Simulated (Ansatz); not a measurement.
Runs of Ansatz 0.2.0 on PtS2. The structure is trigonal, space group P-3m1 (No. 164). Conventional cell: a = 3.543 Å, b = 3.543 Å, c = 5.039 Å, α = 90.00°, β = 90.00°, γ = 120.00°. Pt (site symmetry -3m) has 6 S at 2.34 Å as nearest neighbours. S (site symmetry 3m) is surrounded by 3 Pt at 2.34 Å. 

```tsv
potentials or basis	cutoff (eV)	basis error allowed	gap on the mesh (eV)	pressure (GPa)	largest force (eV/Å)
all-electron LAPW, inner shells corrected to Dirac's equation	274	0.002 eV/atom	0.96	(b)	0.96
all-electron PAW datasets made for the crystal	320	-	0.96	6.4	0.95
all-electron LAPW, non-relativistic	274	0.002 eV/atom	(a)	18.8	2.22
all-electron LAPW, scalar-relativistic	274	0.002 eV/atom	0.96	6.4	0.95
```

Alike in all rows: task band structure; level PBEsol; no spin polarisation; cell as given; k mesh 9 × 9 × 5; smearing fermi-dirac 0.05 eV.

Q: Fill in the values left out.

A: (a) 0.66; (b) 6.5.

Caveats: spin-orbit coupling is left out, which moves the levels of the heavy elements; relativity is left out, which matters for the heavier elements (some runs); forces of over 1 eV/Å show positions far from the minimum, so gaps and moduli don't describe the material at rest (some runs).

A k mesh can miss the band edges, and the runs leave out spin-orbit coupling on Pt.

The runs don't all hold the same shells in valence.
